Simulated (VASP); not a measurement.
Runs of VASP 6.6.1 on GaN. The structure is hexagonal, space group P6_3mc (No. 186). The conventional cell has a = 3.180 Å, b = 3.180 Å, c = 5.166 Å, α = 90.00°, β = 90.00°, γ = 120.00°. Ga (site symmetry 3m) has 4 N at 1.94 to 1.95 Å as nearest neighbours. N (site symmetry 3m) is surrounded by 4 Ga at 1.94 to 1.95 Å. 

```tsv
level	potentials or basis	k mesh	cutoff (eV)	further INCAR settings	gap on the mesh (eV)	pressure (GPa)	largest force (eV/Å)
PBEsol	VASP PAW PBE potentials, release 64 (Ga_d, N)	8 × 8 × 5	700	ALGO = Fast; EDIFF = 1e-07	1.93	0.8	0.13
PBEsol	VASP PAW PBE potentials, release 64 (Ga, N)	8 × 8 × 5	500	ALGO = Fast; EDIFF = 1e-07	2.00	8.0	0.17
PBE	VASP PAW PBE potentials, release 64 (Ga_d, N)	8 × 8 × 5	520	ALGO = Fast; EDIFF = 1e-07	1.97	(a)	0.13
PBEsol	VASP PAW PBE potentials, release 64 (Ga_d, N)	12 × 12 × 7	520	ALGO = Fast; EDIFF = 1e-07	1.93	0.7	0.13
r2SCAN	VASP PAW PBE potentials, release 64 (Ga_d, N)	8 × 8 × 5	520	ALGO = Normal; EDIFF = 1e-07	(b)	2.2	0.14
PBEsol	VASP PAW PBE potentials, release 64 (Ga_d, N)	8 × 8 × 5	600	ALGO = Fast; EDIFF = 1e-07	1.93	0.6	0.13
```

Alike in all rows: task electric field gradients; no spin polarisation; cell as given; smearing fermi-dirac 0.02 eV.

Question: Estimate the missing entries.

Answer: (a) 7.4; (b) 2.38.

Caveats: an odd mesh through Γ misses points on the zone boundary, where band edges often lie; the PAW data sets were made with another functional, which shifts forces and pressure a little (some runs).

A k mesh can miss the band edges, and the runs leave out spin-orbit coupling on Ga.

Not every run made on this cell is shown here.
